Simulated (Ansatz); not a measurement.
# FeGe: how the SCF end depends on the start

We look at FeGe: a test cell of our own (not relaxed), with 2 atoms per cell.

```
CELL_PARAMETERS angstrom
3.01014 0.00000 0.00000
0.00000 3.01014 0.00000
0.00000 0.00000 3.01014
ATOMIC_POSITIONS crystal
Fe 0.00000 0.00000 0.00000
Ge 0.46334 0.45075 0.45353
```

Site labels below count the atoms in this order, from 1.

Theory: DFT, r2SCAN, norm-conserving potentials, plane waves, scalar-relativistic in Ansatz development build ahead of 0.2.0.

```yaml
plane_wave_cutoff: 1225 eV
k_point_mesh: 3×3×3 (Γ-centred)
occupations: Gaussian smearing, 0.05 eV
valence_electrons: 30
```

Site moments are integrals over atomic spheres and don't add up to the total.

With one magnetic atom in the cell its copies can only be parallel; orders in a larger cell may lie lower.

The mesh is coarse, so energy differences (and at times their sign) aren't converged.

By default the program goes on after convergence only on a hint of a lower state. With a search on, the program may also reshape the start on open shells.

```tsv
start	iterations	final moments of Fe1 (μB)	total (μB)	F − F(lowest) (meV/atom)
default search for lower states [Fe1 4.00 μB]	32	2.00	1.93	0.0
default search for lower states [Fe1 2.00 μB]	15	1.95	1.93	2.4
```

The 2 converged runs end in 2 distinct states. The lowest is spin-polarised, site moments Fe1 2.00 μB, total 1.93 μB per cell; it was reached by the start “default search for lower states [Fe1 4.00 μB]”. The same kind of order also converges up to 2.4 meV/atom too high (spin-polarised, site moments Fe1 1.95 μB, total 1.93 μB per cell), so convergence alone doesn't show that a state is the lowest. A lower state, such as a non-collinear one or one in a larger cell, can't be excluded. States within about 5 meV/atom are too close for this mesh, smearing and search to settle their order.
